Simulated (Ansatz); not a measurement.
## GaN (F-43m), an elastic constant from a strain scan

Level of theory: DFT r2SCAN, scalar-relativistic, plane waves, PAW (Ansatz). The runs took a 500 eV cutoff, a Γ-centred 10×10×10 mesh and Gaussian smearing (0.05 eV). No spin polarisation. Energies are free energies at this smearing, counted from the undisturbed cell; pressure is positive in compression.

Reference structure (relaxed at this level; this zinc-blende form isn't the usual structure):

```
Ga N
1.0
     0.00000    2.24894    2.24894
     2.24894    0.00000    2.24894
     2.24894    2.24894    0.00000
Ga N
1 1
Direct
  0.00000 0.00000 0.00000
  0.75000 0.75000 0.75000
```

The cell is strained by ε times the Voigt pattern (0, 0, 0, 1, 0, 0) (xx, yy, zz, yz, xz, xy; engineering shear) with fractional coordinates fixed. The cell holds 2 atoms in V0 = 22.75 Å³. The stress column is τ = (1/V0) dE/dε, got from the stress tensor σ (compression positive) at each point as −det(1 + εP) σ : P(1 + εP)⁻¹, with P the pattern as a tensor.

| ε | ΔE (meV/atom) | τ (GPa) |
| --- | --- | --- |
| -0.0525 | 19.659 | -10.578 |
| -0.0450 | 14.435 | -9.054 |
| -0.0375 | 10.018 | -7.536 |
| -0.0300 | 6.408 | -6.023 |
| -0.0225 | 3.603 | -4.514 |
| -0.0150 | 1.600 | -3.007 |
| -0.0075 | 0.399 | -1.503 |
| 0.0000 | 0.000 | 0.000 |
| 0.0075 | 0.399 | 1.503 |
| 0.0150 | 1.600 | 3.007 |
| 0.0225 | 3.603 | 4.514 |
| 0.0300 | 6.408 | 6.023 |
| 0.0375 | 10.018 | 7.536 |
| 0.0450 | 14.435 | 9.054 |
| 0.0525 | 19.659 | 10.578 |
| 0.0600 | ? | ? |

Problem. Which combination of elastic constants does this scan measure, and how large is it?

Solution. For small ε, τ = τ0 + Kε with K = pᵀCp, which for this pattern is C44 in the cubic axes. The parabola through τ at ε = -0.0075, 0 and 0.0075 has slope K = 200 GPa at zero. The energies per cell, E = NΔE, of the same two points give K = 2[E(ε₊)/ε₊ − E(ε₋)/ε₋]/[(ε₊ − ε₋)V0] = 200 GPa, in agreement. These are clamped-ion values.

Problem. Predict the withheld row at ε = 0.0600 from the harmonic law, and compare.

Solution. ΔE = V0(τ0 ε + Kε²/2)/N = 25.612 meV/atom and τ = 12.03 GPa. The calculation gives 25.698 meV/atom and 12.11 GPa, a miss of 0.3 % of the harmonic energy, so the harmonic law still holds here.

Forces appear on the atoms along this scan, and letting them relax would lower the energy and soften the response.

Cost: 9 runs of about 1.9 core-minutes in all, on Intel Xeon Platinum 8259CL (Skylake/Cascade Lake) (shared hosts).